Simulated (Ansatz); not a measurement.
# GaN: levels at named points, part 2 of 3

The task, for GaN: read the levels at named points of the zone under several functionals.

Ansatz 0.2.0; DFT PBEsol, scalar-relativistic, plane waves, PAW. The steps go on from the part before. Steps at another level of theory say so in their titles or inputs.

## Step 5: Levels with PBEsol, 250 eV and coarse mesh

input.yaml

```yaml
crystal:
  lattice:
    - [0.0, 2.2491150715, 2.2491150715]
    - [2.2491150715, 0.0, 2.2491150715]
    - [2.2491150715, 2.2491150715, 0.0]
  atoms:
    - { symbol: Ga, position: [0.0, 0.0, 0.0] }
    - { symbol: "N", position: [0.25, 0.25, 0.25] }
basis:
  ecutwfc: 250
kpoints:
  mp_grid: { grid: [6, 6, 6] }
  band_path:
    path:
      - [0.0, 0.0, 0.0]
      - [-0.5, -0.5, 0.0]
      - [-0.375, -0.375, 0.25]
      - [-0.375, 0.0, 0.375]
      - [0.0, 0.0, 0.5]
      - [-0.5, -0.25, 0.25]
    npoints: 1
hamiltonian:
  xc: pbesol
scf:
  occupations: { method: gaussian, width: 0.02 }
  n_extra_bands: 4
output:
  forces: true
  stress: true
  eigenvalues: true
```

Command:

```sh
$ ansatz run input.yaml --threads 2 --pin off --max-ram 5120MiB --backend cpu --events-out ev --progress --plain --runs-dir out
```

Log:

```text
Warning: basis.ecutwfc = 250 eV is below the records' recommended 420 eV, and the density's cutoff is lower with it unless basis.ecutrho_ratio is high enough to keep the records' density cutoff: compare with a run at a higher cutoff
Warning: RAYON_NUM_THREADS=2 ignored (pool sized by the plan → 2); use --threads N
scf.n_extra_bands = 4 over 9 filled bands (N_el = 18.0): the run solves 13 bands
Engine: ansatz 0.2.0, x86_64-unknown-linux-gnu
Pseudopotentials: kind: paw
Pseudopotential: Ga, paw, valence charge 13, recommended cutoff 420 eV (normal), Ga.paw.azcp
Pseudopotential: N, paw, valence charge 5, recommended cutoff 420 eV (normal), N.paw.azcp
Functional definition: PBEsol
  exchange = pbesol_x
  correlation = pbesol_c
Crystal: 2 atoms, lattice volume = 22.754 Å³
Basis set: ecut = 250 eV, 181 PW (Γ), exchange–correlation on 36×36×36 points (8 copies of the dense FFT grid, shifted against one another)
Bands: 13, of which v1, the nominal top of the filled ones, is band 9 counted from 1 (8 counted from 0)
Symmetry: 24 space group operations
Space group: F-43m (ITA 216), of the structure as read, at distance tolerance 2.8e-5 Å
k-points: 16 of 216 (time reversal used)
Non-local potential: Ga, projectors of the file, l = 0: 2, l = 1: 2, l = 2: 3, l = 3: 1
Non-local potential: N, projectors of the file, l = 0: 2, l = 1: 2, l = 2: 1
PAW form: soft (Blöchl's): semilocal exchange-correlation on the pseudo side does not see the compensation charge
PAW frozen core: Ga, regenerated for the run's functional, and the local potential with it (the file was generated under x = pbe(κ = 0.804, μ = 0.2195149727645171), c = pbe(β = 0.06672455060314922))
PAW frozen core: N, regenerated for the run's functional, and the local potential with it (the file was generated under x = pbe(κ = 0.804, μ = 0.2195149727645171), c = pbe(β = 0.06672455060314922))
PAW one-centre angular grid: Ga, 590 points (default); XC on 64 Gauss nodes
PAW one-centre angular grid: N, 110 points (default); XC on 64 Gauss nodes
Initial density: superposition of atomic densities (neutral atoms: chi_scale 0, normalization atom), corrected by the library's trained network
Initial wavefunctions: pseudopotential atomic-orbital guess
Functional: x = pbesol(κ = 0.804, μ = 0.12345679012345678), c = pbesol(β = 0.046)
SCF iter   1: F=—  HF=-4120.737162 eV  |F-HF|=—  |Δ(HF+E_count)|=         —  Δρ=3.86e-2  dr2=1.93e-1  ethr=1.77e-3  ⟨swp⟩=4.8  Hψ=984  notcnv=0
preconditioner: auto → none  [insulator: Δε(μ)=1.009 eV  Ē_g=18.749 eV  σ=0.020 eV  W_gap=1.00  n_scr=8 (ndim 8)  ℏωp=33.0 eV  f_vac=0.007  D(μ)=0.00/eV (n_scr^D=0)  ε∞_Penn≈4.1]
SCF iter   2: F=—  HF=-4120.520188 eV  |F-HF|=—  |Δ(HF+E_count)|=   2.17e-1  Δρ=2.05e-2  dr2=6.40e-2  ethr=1.07e-3  ⟨swp⟩=2.0  Hψ=543  notcnv=0
SCF iter   3: F=—  HF=-4120.505715 eV  |F-HF|=—  |Δ(HF+E_count)|=   1.45e-2  Δρ=4.50e-3  dr2=2.15e-3  ethr=3.56e-4  ⟨swp⟩=2.3  Hψ=330  notcnv=0
SCF iter   4: F=—  HF=-4120.504835 eV  |F-HF|=—  |Δ(HF+E_count)|=   8.80e-4  Δρ=1.04e-3  dr2=1.25e-4  ethr=1.20e-5  ⟨swp⟩=2.0  Hψ=416  notcnv=0
SCF iter   5: F=—  HF=-4120.504840 eV  |F-HF|=—  |Δ(HF+E_count)|=   5.09e-6  Δρ=5.74e-5  dr2=3.31e-7  ethr=6.92e-7  ⟨swp⟩=1.9  Hψ=233  notcnv=0
SCF iter   6: F=—  HF=-4120.504841 eV  |F-HF|=—  |Δ(HF+E_count)|=   1.41e-6  Δρ=3.42e-6  dr2=9.89e-10  ethr=5.56e-10  ⟨swp⟩=5.0  Hψ=929  notcnv=0
SCF iter   7: F=-4120.504841 eV  HF=-4120.504841 eV  |F-HF|=1.00e-11  |Δ(HF+E_count)|=  5.58e-10  Δρ=3.51e-7  dr2=1.78e-11  ethr=5.50e-12  ⟨swp⟩=1.0  Hψ=635  notcnv=0
SCF 1 converged in 7 iterations: F = -4120.504841 eV  dr2 = 1.78e-11
NSCF: frozen V_eff on 6 k-points
SCF converged after 7 iterations
Free energy (F): -4120.504841 eV
Harris-Foulkes:  -4120.504841 eV  (|F-HF|=1.00e-11)
Internal energy: -4120.504841 eV  (E = F + TS)
E sigma→0 (E₀):  -4120.504841 eV
Fermi energy:    10.491040 eV
--- Per-component energies (eV) ---
  E_band       = -17.908882
  E_kinetic    = 250.252409
  E_local      = -1948.904468  (includes V_loc(G=0)·N_el)
  E_nonlocal   = 487.503060
  E_hartree    = 898.307224
  E_xc         = -128.593923
  E_vxc        = -135.015085  (∫ρ·V_xc dr)
  E_paw        = -2089.405306  (= ΣΔE_a)
  E_vpaw       = -468.334613  (= ΣTr[D̂ρ^β])
  E_aug_tail   = -0.024631  (compensation charges beyond the density's cutoff)
  E_ewald      = -1590.530284
  E_core_change = 0.891077  (= ΣΔE_core)
  E_smearing   = -0.000000  (= −TS)
  E_closure    = 0.000000  (closes the sum)
  Σ components = -4120.504841   (vs F -4120.504841, Δ=0.00e0)
--- Forces (eV/Å), atoms counted from 1 ---
  atom   1  Ga     0.00000000    -0.00000000     0.00000000
  atom   2  N     -0.00000000     0.00000000    -0.00000000
  max |Σ_I F_I| component: 1.16e-17 eV/Å
--- Stress (GPa, compression-positive) ---
       12.429490      -0.000000      -0.000000
        0.000000      12.429490       0.000000
        0.000000       0.000000      12.429490
  P = ⅓ Tr σ = 12.4295 GPa (124.295 kbar)
--- Band table (eV; the first three rows and the last of 16) ---
  k-point 0: bands = ["-6.5454", "-4.8172", "-4.8172", "-4.8172", "-4.5321", "-4.5321", "9.8728", "9.8728", "9.8728", "11.1089", "19.8559", "19.8559", "19.8559"]
  k-point 1: bands = ["-6.3256", "-4.8253", "-4.8253", "-4.6994", "-4.5856", "-4.5856", "7.2009", "9.4910", "9.4910", "12.7890", "18.7968", "20.2351", "20.2351"]
  k-point 2: bands = ["-6.0835", "-4.8384", "-4.8384", "-4.6321", "-4.6321", "-3.8272", "4.0583", "8.8716", "8.8716", "13.8977", "18.1862", "20.2233", "20.2233"]
  k-point 15: bands = ["-5.9600", "-4.7885", "-4.7547", "-4.6751", "-4.6350", "-2.2295", "3.6251", "6.0203", "6.0484", "14.8430", "17.4783", "20.8760", "20.9039"]
```

Run time: 1.2 s. Hardware: 2 threads of Intel Xeon at 2.50GHz (Skylake/Cascade Lake), shared host; peak memory 0.28 GiB.

Levels at named points, in eV from the top of the last band filled by count:

```
point  band 7  band 8  band 9  band 10  band 11  band 12
    Γ    0.00    0.00    0.00     1.24     9.98     9.98
    X   -6.57   -3.05   -3.05     2.93     6.28    11.38
    U   -6.28   -4.68   -2.54     4.60     7.59    10.77
    K   -6.28   -4.68   -2.54     4.60     7.59    10.77
    L   -7.48   -1.26   -1.26     4.19     8.39    10.07
    W   -6.10   -4.14   -4.02     5.93     8.11     9.88
```

## Step 6: The run at LDA

Edit input.yaml of step 5 so:

```diff
@@ -9,5 +9,5 @@
 basis:
-  ecutwfc: 250
+  ecutwfc: 420
 kpoints:
-  mp_grid: { grid: [6, 6, 6] }
+  mp_grid: { grid: [10, 10, 10] }
   band_path:
@@ -22,3 +22,3 @@
 hamiltonian:
-  xc: pbesol
+  xc: lda
 scf:
```

Command:

```sh
$ ansatz run input.yaml --threads 2 --pin off --max-ram 5120MiB --backend cpu --events-out ev --progress --plain --runs-dir out
```

Log:

```text
Warning: RAYON_NUM_THREADS=2 ignored (pool sized by the plan → 2); use --threads N
scf.n_extra_bands = 4 over 9 filled bands (N_el = 18.0): the run solves 13 bands
Engine: ansatz 0.2.0, x86_64-unknown-linux-gnu
Pseudopotentials: kind: paw
Pseudopotential: Ga, paw, valence charge 13, recommended cutoff 420 eV (normal), Ga.paw.azcp
Pseudopotential: N, paw, valence charge 5, recommended cutoff 420 eV (normal), N.paw.azcp
Functional definition: SPW92
  exchange = slater_x
  correlation = pw_c
Crystal: 2 atoms, lattice volume = 22.754 Å³
Basis set: ecut = 420 eV, 459 PW (Γ)
Bands: 13, of which v1, the nominal top of the filled ones, is band 9 counted from 1 (8 counted from 0)
Symmetry: 24 space group operations
Space group: F-43m (ITA 216), of the structure as read, at distance tolerance 2.8e-5 Å
k-points: 47 of 1000 (time reversal used)
Non-local potential: Ga, projectors of the file, l = 0: 2, l = 1: 2, l = 2: 3, l = 3: 1
Non-local potential: N, projectors of the file, l = 0: 2, l = 1: 2, l = 2: 1
PAW form: soft (Blöchl's): semilocal exchange-correlation on the pseudo side does not see the compensation charge
PAW frozen core: Ga, regenerated for the run's functional, and the local potential with it (the file was generated under x = pbe(κ = 0.804, μ = 0.2195149727645171), c = pbe(β = 0.06672455060314922))
PAW frozen core: N, regenerated for the run's functional, and the local potential with it (the file was generated under x = pbe(κ = 0.804, μ = 0.2195149727645171), c = pbe(β = 0.06672455060314922))
PAW one-centre angular grid: Ga, 590 points (default); XC on 64 Gauss nodes
PAW one-centre angular grid: N, 110 points (default); XC on 64 Gauss nodes
Initial density: superposition of atomic densities (neutral atoms: chi_scale 0, normalization atom), corrected by the library's trained network
Initial wavefunctions: pseudopotential atomic-orbital guess
Functional: x = slater, c = lda
SCF iter   1: F=—  HF=-4082.083371 eV  |F-HF|=—  |Δ(HF+E_count)|=         —  Δρ=1.32e-2  dr2=3.81e-2  ethr=1.77e-3  ⟨swp⟩=5.0  Hψ=3288  notcnv=0
preconditioner: auto → none  [insulator: Δε(μ)=1.664 eV  Ē_g=18.671 eV  σ=0.020 eV  W_gap=1.00  n_scr=8 (ndim 8)  ℏωp=33.0 eV  f_vac=0.001  D(μ)=0.00/eV (n_scr^D=0)  ε∞_Penn≈4.1]
SCF iter   2: F=—  HF=-4082.073656 eV  |F-HF|=—  |Δ(HF+E_count)|=   9.72e-3  Δρ=4.72e-3  dr2=5.37e-3  ethr=2.12e-4  ⟨swp⟩=2.0  Hψ=1167  notcnv=0
SCF iter   3: F=—  HF=-4082.072234 eV  |F-HF|=—  |Δ(HF+E_count)|=   1.42e-3  Δρ=1.48e-3  dr2=1.86e-4  ethr=2.99e-5  ⟨swp⟩=2.8  Hψ=1124  notcnv=0
SCF iter   4: F=—  HF=-4082.072077 eV  |F-HF|=—  |Δ(HF+E_count)|=   1.57e-4  Δρ=3.98e-4  dr2=1.06e-5  ethr=1.03e-6  ⟨swp⟩=2.1  Hψ=1084  notcnv=0
SCF iter   5: F=—  HF=-4082.072071 eV  |F-HF|=—  |Δ(HF+E_count)|=   5.74e-6  Δρ=2.42e-5  dr2=7.17e-8  ethr=5.91e-8  ⟨swp⟩=2.6  Hψ=946  notcnv=0
SCF iter   6: F=-4082.072071 eV  HF=-4082.072071 eV  |F-HF|=1.27e-9  |Δ(HF+E_count)|=   3.26e-9  Δρ=4.21e-6  dr2=2.92e-9  ethr=3.99e-10  ⟨swp⟩=4.3  Hψ=2194  notcnv=0
SCF 1 converged in 6 iterations: F = -4082.072071 eV  dr2 = 2.92e-9
NSCF: frozen V_eff on 6 k-points
SCF converged after 6 iterations
Free energy (F): -4082.072071 eV
Harris-Foulkes:  -4082.072071 eV  (|F-HF|=1.27e-9)
Internal energy: -4082.072071 eV  (E = F + TS)
E sigma→0 (E₀):  -4082.072071 eV
Fermi energy:    10.254187 eV
--- Per-component energies (eV) ---
  E_band       = -11.708282
  E_kinetic    = 246.737668
  E_local      = -1948.690502  (includes V_loc(G=0)·N_el)
  E_nonlocal   = 477.504853
  E_hartree    = 893.867068
  E_xc         = -127.767943
  E_vxc        = -134.113795  (∫ρ·V_xc dr)
  E_paw        = -2035.001565  (= ΣΔE_a)
  E_vpaw       = -440.881813  (= ΣTr[D̂ρ^β])
  E_aug_tail   = 0.000110  (compensation charges beyond the density's cutoff)
  E_ewald      = -1590.530284
  E_core_change = 1.808524  (= ΣΔE_core)
  E_smearing   = -0.000000  (= −TS)
  E_closure    = 0.000000  (closes the sum)
  Σ components = -4082.072071   (vs F -4082.072071, Δ=0.00e0)
--- Forces (eV/Å), atoms counted from 1 ---
  atom   1  Ga     0.00000000    -0.00000000    -0.00000000
  atom   2  N     -0.00000000     0.00000000    -0.00000000
  max |Σ_I F_I| component: 2.78e-17 eV/Å
--- Stress (GPa, compression-positive) ---
       -5.456581       0.000000      -0.000000
       -0.000000      -5.456581       0.000000
       -0.000000       0.000000      -5.456581
  P = ⅓ Tr σ = -5.4566 GPa (-54.566 kbar)
--- Band table (eV; the first three rows and the last of 47) ---
  k-point 0: bands = ["-6.4874", "-4.2231", "-4.2231", "-4.2231", "-3.9020", "-3.9020", "9.3689", "9.3689", "9.3689", "11.1393", "19.5236", "19.5236", "19.5236"]
  k-point 1: bands = ["-6.3758", "-4.2093", "-4.2093", "-4.1819", "-3.9033", "-3.9033", "8.2774", "9.2607", "9.2607", "11.9751", "19.0237", "19.6884", "19.6884"]
  k-point 2: bands = ["-6.1003", "-4.1775", "-4.1775", "-4.0057", "-3.9022", "-3.9022", "6.4514", "8.9923", "8.9923", "13.0273", "18.2522", "19.9554", "19.9554"]
  k-point 46: bands = ["-5.4786", "-4.0837", "-4.0372", "-3.9042", "-3.8748", "-1.7568", "3.5108", "5.7100", "5.7328", "15.1116", "17.4552", "20.0096", "20.3884"]
```

Run time: 2.6 s. Hardware: 2 threads of Intel Xeon at 2.50GHz (Skylake/Cascade Lake), shared host; peak memory 0.31 GiB.

Levels at named points, in eV from the top of the last band filled by count:

```
point  band 7  band 8  band 9  band 10  band 11  band 12
    Γ    0.00    0.00    0.00     1.77    10.15    10.15
    X   -6.23   -2.75   -2.75     3.26     6.51    11.54
    U   -5.97   -4.34   -2.21     4.90     7.75    10.92
    K   -5.97   -4.34   -2.21     4.90     7.75    10.92
    L   -7.16   -0.99   -0.99     4.57     8.62    10.23
    W   -5.80   -3.76   -3.72     6.13     8.28    10.19
```

## Step 7: The run at PBE0

Edit input.yaml of step 6 so:

```diff
@@ -11,3 +11,3 @@
 kpoints:
-  mp_grid: { grid: [10, 10, 10] }
+  mp_grid: { grid: [6, 6, 6] }
   band_path:
@@ -22,9 +22,11 @@
 hamiltonian:
-  xc: lda
+  xc: pbe0
 scf:
-  occupations: { method: gaussian, width: 0.02 }
+  occupations: { method: fixed }
   n_extra_bands: 4
 output:
-  forces: true
-  stress: true
   eigenvalues: true
+  write_density: true
+  write_potential: true
+  elf: true
+  volumetric_format: npy
```

Command:

```sh
$ ansatz run input.yaml --threads 2 --pin off --max-ram 5120MiB --backend cpu --events-out ev --progress --plain --runs-dir out
```

Log:

```text
Warning: RAYON_NUM_THREADS=2 ignored (pool sized by the plan → 2); use --threads N
scf.n_extra_bands = 4 over 9 filled bands (N_el = 18.0): the run solves 13 bands
Engine: ansatz 0.2.0, x86_64-unknown-linux-gnu
Pseudopotentials: kind: paw
Pseudopotential: Ga, paw, valence charge 13, recommended cutoff 420 eV (normal), Ga.paw.azcp
Pseudopotential: N, paw, valence charge 5, recommended cutoff 420 eV (normal), N.paw.azcp
Functional definition: PBE0
  parameter a = 0.25
  parameter kappa = 0.804
  parameter beta = 0.06672455060314922
  exchange = (1 - a)*pbe_x(kappa = kappa, mu = beta*pi^2/3) + a*exact_x
  correlation = pbe_c(beta = beta)
davidson cushion auto → on  (no smearing: the cushion is to keep the highest requested band from converging to the state above it; pin scf.eigensolver.cushion to override)
Crystal: 2 atoms, lattice volume = 22.754 Å³
Basis set: ecut = 420 eV, 459 PW (Γ)
Bands: 13, of which v1, the nominal top of the filled ones, is band 9 counted from 1 (8 counted from 0)
Symmetry: 24 space group operations
Space group: F-43m (ITA 216), of the structure as read, at distance tolerance 2.8e-5 Å
k-points: 16 of 216 (time reversal used)
Non-local potential: Ga, projectors of the file, l = 0: 2, l = 1: 2, l = 2: 3, l = 3: 1
Non-local potential: N, projectors of the file, l = 0: 2, l = 1: 2, l = 2: 1
PAW form: soft (Blöchl's): semilocal exchange-correlation on the pseudo side does not see the compensation charge
PAW frozen core: Ga, regenerated for the run's functional, and the local potential with it (the file was generated under x = pbe(κ = 0.804, μ = 0.2195149727645171), c = pbe(β = 0.06672455060314922))
PAW frozen core: N, regenerated for the run's functional, and the local potential with it (the file was generated under x = pbe(κ = 0.804, μ = 0.2195149727645171), c = pbe(β = 0.06672455060314922))
PAW one-centre angular grid: Ga, 590 points (default); XC on 64 Gauss nodes
PAW one-centre angular grid: N, 110 points (default); XC on 64 Gauss nodes
Initial density: superposition of atomic densities (neutral atoms: chi_scale 0, normalization atom), corrected by the library's trained network
Initial wavefunctions: pseudopotential atomic-orbital guess
Functional: x = pbe(κ = 0.804, μ = 0.2195149727645171), c = pbe(β = 0.06672455060314922), warm-up for x = 0.75 pbe(κ = 0.804, μ = 0.2195149727645171) + 0.25 exact, c = pbe(β = 0.06672455060314922)
SCF iter   1: F=—  HF=-4167.891882 eV  |F-HF|=—  |Δ(HF+E_count)|=         —  Δρ=6.27e-4  dr2=2.38e-5  ethr=1.77e-3  ⟨swp⟩=2.0  Hψ=1439  notcnv=0
preconditioner: auto → none  [insulator: Δε(μ)=1.752 eV  Ē_g=18.804 eV  n_scr=8 (ndim 8)  ℏωp=33.0 eV  f_vac=0.001]
SCF iter   2: F=-4167.892052 eV  HF=-4167.892011 eV  |F-HF|=4.12e-5  |Δ(HF+E_count)|=   1.29e-4  Δρ=3.57e-4  dr2=1.08e-5  ethr=1.32e-7  ⟨swp⟩=4.6  Hψ=893  notcnv=0
SCF 1 stopped early in 2 iterations: F = -4167.892052 eV  dr2 = 1.08e-5
Initial density: handed on by an earlier stage of this run
Initial wavefunctions: those handed on with the density
Functional: x = 0.75 pbe(κ = 0.804, μ = 0.2195149727645171) + 0.25 exact, c = pbe(β = 0.06672455060314922)
Frozen-core exchange: fock
SCF iter   1: F=—  HF=-4168.496110 eV  |F-HF|=—  |Δ(HF+E_count)|=         —  Δρ=1.65e-2  dr2=2.48e-2  ethr=5.99e-7  ⟨swp⟩=5.9  Hψ=1126  notcnv=0
preconditioner: auto → none  [insulator: Δε(μ)=3.626 eV  Ē_g=22.792 eV  n_scr=8 (ndim 8)  ℏωp=33.0 eV  f_vac=0.001]
SCF iter   2: F=—  HF=-4168.484736 eV  |F-HF|=—  |Δ(HF+E_count)|=   1.14e-2  Δρ=4.20e-3  dr2=3.21e-3  ethr=5.99e-7  ⟨swp⟩=4.0  Hψ=896  notcnv=0
SCF iter   3: F=—  HF=-4168.494640 eV  |F-HF|=—  |Δ(HF+E_count)|=   9.90e-3  Δρ=4.41e-3  dr2=1.76e-3  ethr=5.99e-7  ⟨swp⟩=4.0  Hψ=891  notcnv=0
SCF iter   4: F=—  HF=-4168.494368 eV  |F-HF|=—  |Δ(HF+E_count)|=   2.73e-4  Δρ=1.47e-3  dr2=1.89e-4  ethr=5.99e-7  ⟨swp⟩=3.6  Hψ=699  notcnv=0
SCF iter   5: F=—  HF=-4168.494578 eV  |F-HF|=—  |Δ(HF+E_count)|=   2.10e-4  Δρ=6.04e-4  dr2=5.52e-5  ethr=5.99e-7  ⟨swp⟩=3.1  Hψ=542  notcnv=0
iter 6 solved again at ethr=2.71e-8 eV; its pass at ethr=2.87e-7 eV (dr2=4.88e-6 eV) is discarded
SCF iter   6: F=-4168.494558 eV  HF=-4168.494562 eV  |F-HF|=4.02e-6  |Δ(HF+E_count)|=   1.60e-5  Δρ=1.39e-4  dr2=8.48e-6  ethr=2.71e-8  ⟨swp⟩=2.0  Hψ=1104  notcnv=0
SCF 2 stopped early in 6 iterations: F = -4168.494558 eV  dr2 = 8.48e-6
hybrid outer 1: dexx = +1.109e-2 eV, tail = 4.04e-5 eV
Frozen-core exchange: fock
SCF iter   1: F=—  HF=-4168.494315 eV  |F-HF|=—  |Δ(HF+E_count)|=         —  Δρ=3.77e-5  dr2=3.55e-7  ethr=1.12e-6  ⟨swp⟩=2.8  Hψ=518  notcnv=0
preconditioner: auto → none  [insulator: Δε(μ)=3.697 eV  Ē_g=22.638 eV  n_scr=8 (ndim 8)  ℏωp=33.0 eV  f_vac=0.002]
SCF iter   2: F=—  HF=-4168.494316 eV  |F-HF|=—  |Δ(HF+E_count)|=   1.26e-6  Δρ=2.65e-5  dr2=1.49e-7  ethr=1.31e-9  ⟨swp⟩=4.0  Hψ=865  notcnv=0
iter 3 solved again at ethr=8.11e-12 eV; its pass at ethr=6.83e-10 eV (dr2=1.46e-9 eV) is discarded
SCF iter   3: F=-4168.494316 eV  HF=-4168.494316 eV  |F-HF|=3.73e-9  |Δ(HF+E_count)|=   4.22e-8  Δρ=4.83e-6  dr2=5.25e-9  ethr=8.11e-12  ⟨swp⟩=4.0  Hψ=1194  notcnv=0
SCF 3 converged in 3 iterations: F = -4168.494316 eV  dr2 = 5.25e-9
hybrid outer 2: dexx = +6.477e-7 eV, tail = 2.79e-8 eV, Δε = 4.01e-3 eV (about 1.35e-4 eV left of the loop's levels)
NSCF: frozen V_eff on 6 k-points
hybrid SCF converged: 2 outer / 9 inner (+2 warm-up), last move |dexx| = 6.48e-7 eV, tail = 2.79e-8 eV
Stability not checked: this state was not tested for a lower state beside it, because the functional holds exact exchange (a hybrid, or Hartree-Fock), whose exchange loop this test does not read (fock_operator; see scf.lower_state_search)
Free energy (F): -4168.494316 eV
Frozen-core exchange: fock
Harris-Foulkes:  -4168.494316 eV  (|F-HF|=3.73e-9)
Internal energy: -4168.494316 eV  (E = F + TS)
E sigma→0 (E₀):  -4168.494316 eV
Fermi energy:    8.535283 eV
--- Per-component energies (eV) ---
  E_band       = -52.734442
  E_kinetic    = 246.914663
  E_local      = -1948.943839  (includes V_loc(G=0)·N_el)
  E_nonlocal   = 475.138801
  E_hartree    = 900.448204
  E_xc         = -99.213214
  E_vxc        = -103.450777  (∫ρ·V_xc dr)
  E_exx        = -69.493526  (= α·E_x^exact, valence–valence)
  E_paw        = -2082.855160  (= ΣΔE_a)
  E_vpaw       = -384.303433  (= ΣTr[D̂ρ^β])
  E_aug_tail   = 0.000125  (compensation charges beyond the density's cutoff)
  E_ewald      = -1590.530284
  E_core_change = 0.039914  (= ΣΔE_core)
  E_smearing   = -0.000000  (= −TS)
  E_closure    = -0.000000  (closes the sum)
  Σ components = -4168.494316   (vs F -4168.494316, Δ=0.00e0)
--- Band table (eV; the first three rows and the last of 16) ---
  k-point 0: bands = ["-9.0012", "-7.1969", "-7.1969", "-7.1969", "-6.8778", "-6.8778", "8.5353", "8.5353", "8.5353", "12.2334", "21.2484", "21.2484", "21.2484"]
  k-point 1: bands = ["-8.7603", "-7.1645", "-7.1645", "-6.9928", "-6.8795", "-6.8795", "6.1158", "8.2371", "8.2371", "13.9193", "20.1944", "21.6428", "21.6428"]
  k-point 2: bands = ["-8.4775", "-7.1197", "-7.1197", "-6.8612", "-6.8612", "-6.0700", "2.6962", "7.7098", "7.7098", "15.2011", "19.6217", "21.5529", "21.5529"]
  k-point 15: bands = ["-8.3350", "-7.0494", "-7.0056", "-6.9003", "-6.8428", "-4.4095", "2.2527", "4.7654", "4.8339", "15.8111", "18.9862", "22.3032", "22.4633"]
```

It took 67 s on 2 threads of Intel Xeon at 2.50GHz (Skylake/Cascade Lake), shared host; peak memory 0.8 GiB.

Levels at named points, in eV from the top of the last band filled by count:

```csv
point,band 7,band 8,band 9,band 10,band 11,band 12
Γ,0.00,0.00,0.00,3.70,12.71,12.71
X,-6.64,-2.95,-2.95,5.18,8.93,14.38
U,-6.31,-4.65,-2.37,6.96,10.40,13.63
K,-6.31,-4.65,-2.37,6.96,10.40,13.63
L,-7.64,-1.06,-1.06,6.85,11.20,12.69
W,-6.11,-4.08,-3.92,8.28,11.13,12.73
```

[end of part 2 of 3]
